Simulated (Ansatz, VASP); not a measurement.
**One calculation of Al, two programs**

File INCAR:

```
  PREC = Accurate
  ENCUT = 520
  EDIFF = 1E-6
  ISMEAR = -1
  SIGMA = 0.05
  LREAL = False
  LASPH = True
  NELM = 100
  ALGO = Normal
  ISIF = 2
  LWAVE = False
  LCHARG = True
  GGA = PS
  LELF = True
  LVHAR = True
  NBANDS = 8
```

Contents of KPOINTS:

```
Automatic mesh
0
Gamma
  17 17 17
```

POSCAR

```
Al
1.0
   -1.5381946637      1.5381946637      1.5381946637
    1.5381946637     -1.5381946637      1.5381946637
    1.5381946637      1.5381946637     -1.5381946637
Al
1
Direct
    0.0000000000      0.0000000000      0.0000000000
```

Input for Ansatz:

```yaml
crystal:
  lattice:
    - [-1.5381946637, 1.5381946637, 1.5381946637]
    - [1.5381946637, -1.5381946637, 1.5381946637]
    - [1.5381946637, 1.5381946637, -1.5381946637]
  atoms:
    - { symbol: Al, position: [0.0, 0.0, 0.0] }
kpoints:
  mp_grid: { grid: [17, 17, 17] }
scf:
  occupations: { method: fermi_dirac, width: 0.05 }
hamiltonian:
  xc: pbesol
  pseudopotentials: { kind: all_electron, lapw: { basis_error: 0.001 } }
output:
  forces: true
  stress: true
  eigenvalues: true
  populations: true
```

Change from the starting cell: volume scaled by 0.88, LAPW.

Alike in both runs: task single point; functional PBEsol; k mesh 17 × 17 × 17; occupations fermi-dirac, width 0.05 eV; no spin polarisation.

```csv
,VASP,Ansatz
version,VASP 6.6.1,Ansatz 0.2.0
potentials or method,"VASP PAW PBE potentials, release 64 (Al)","all-electron LAPW, scalar-relativistic"
plane-wave cutoff (eV),520,see its input
```

```tsv
	VASP	Ansatz	Ansatz less VASP
pressure (GPa)	12.5	12.4	-0.13
```

Ansatz ran all-electron here, so the differences hold the error of VASP's frozen core and of both bases.

Caveats: the PAW data sets were made with another functional, which shifts forces and pressure a little (VASP).
